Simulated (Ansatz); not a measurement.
Input, command and steps of an Ansatz relaxation.

```yaml
crystal:
  lattice:
    - [4.5623010079, 0.0, 0.0]
    - [0.0, 4.5623010079, 0.0]
    - [0.0, 0.0, 2.9362640321]
  atoms:
    - { symbol: Ti, position: [0.5, 0.5, 0.0] }
    - { symbol: Ti, position: [0.0, 0.0, 0.5] }
    - { symbol: O, position: [0.6957185053, 0.6957185053, 0.5] }
    - { symbol: O, position: [0.8042814947, 0.1957185053, 0.0] }
    - { symbol: O, position: [0.1957185053, 0.8042814947, 0.0] }
    - { symbol: O, position: [0.3042814947, 0.3042814947, 0.5] }
basis:
  ecutwfc: 500
kpoints:
  mp_grid: { grid: [6, 6, 10] }
hamiltonian:
  xc: r2scan
scf:
  occupations: { method: gaussian, width: 0.02 }
output:
  forces: true
  stress: true
  eigenvalues: true
relax:
  adjacent_minimum: "off"
  f_tol: 0.008
  max_steps: 50
  cell: { stress_tol: 0.08, p_target: 5.0 }
```

```bash
ansatz run input.yaml --threads 1 --pin off --max-ram 2560MiB --backend cpu --events-out ev --progress --plain --runs-dir out
```

All numbers below come from Ansatz 0.2.0, DFT r2SCAN, scalar-relativistic, plane waves, PAW.

Of 4 frames 3 are shown, positions in Å and forces in eV/Å; the SCF threshold varies from step to step. Steps run on the plane waves of an earlier cell, with a Pulay correction in the pressure. The basis is chosen afresh for the last frame, the zero of the energies, and at times for earlier ones too; energy and pressure step there, also at an unchanged geometry. The relaxation lowers the enthalpy F + PV at the target pressure, so the free energy itself can rise.

```xyz
6
Lattice="4.5623 0.0000 0.0000 0.0000 4.5623 0.0000 0.0000 0.0000 2.9363" Properties=species:S:1:pos:R:3:forces:R:3 pbc="T T T" step=1 free_energy_over_end_meV_per_atom=0.21 pressure_GPa=5.33
Ti    2.2812    2.2812    0.0000    0.0000    0.0000    0.0000
Ti    0.0000    0.0000    1.4681    0.0000    0.0000    0.0000
O     3.1741    3.1741    1.4681    0.0411    0.0411    0.0000
O     3.6694    0.8929    0.0000   -0.0411    0.0411    0.0000
O     0.8929    3.6694    0.0000    0.0411   -0.0411    0.0000
O     1.3882    1.3882    1.4681   -0.0411   -0.0411    0.0000
6
Lattice="4.5612 0.0000 0.0000 0.0000 4.5612 0.0000 0.0000 0.0000 2.9395" Properties=species:S:1:pos:R:3:forces:R:3 pbc="T T T" step=2 free_energy_over_end_meV_per_atom=-0.04 pressure_GPa=5.09
Ti    2.2806    2.2806    0.0000    0.0000    0.0000    0.0000
Ti    0.0000    0.0000    1.4697    0.0000    0.0000    0.0000
O     3.1736    3.1736    1.4697    0.0315    0.0315    0.0000
O     3.6682    0.8930    0.0000   -0.0315    0.0315    0.0000
O     0.8930    3.6682    0.0000    0.0315   -0.0315    0.0000
O     1.3876    1.3876    1.4697   -0.0315   -0.0315    0.0000
6
Lattice="4.5585 0.0000 0.0000 0.0000 4.5585 0.0000 0.0000 0.0000 2.9421" Properties=species:S:1:pos:R:3:forces:R:3 pbc="T T T" step=4 free_energy_over_end_meV_per_atom=0.00 pressure_GPa=5.00
Ti    2.2793    2.2793    0.0000    0.0000    0.0000    0.0000
Ti    0.0000    0.0000    1.4711    0.0000    0.0000    0.0000
O     3.1730    3.1730    1.4711    0.0017    0.0017    0.0000
O     3.6648    0.8937    0.0000   -0.0017    0.0017    0.0000
O     0.8937    3.6648    0.0000    0.0017   -0.0017    0.0000
O     1.3855    1.3855    1.4711   -0.0017   -0.0017    0.0000
```

It took 64 s on 1 thread of Arm Neoverse V1, on a shared host, peak memory 0.55 GiB.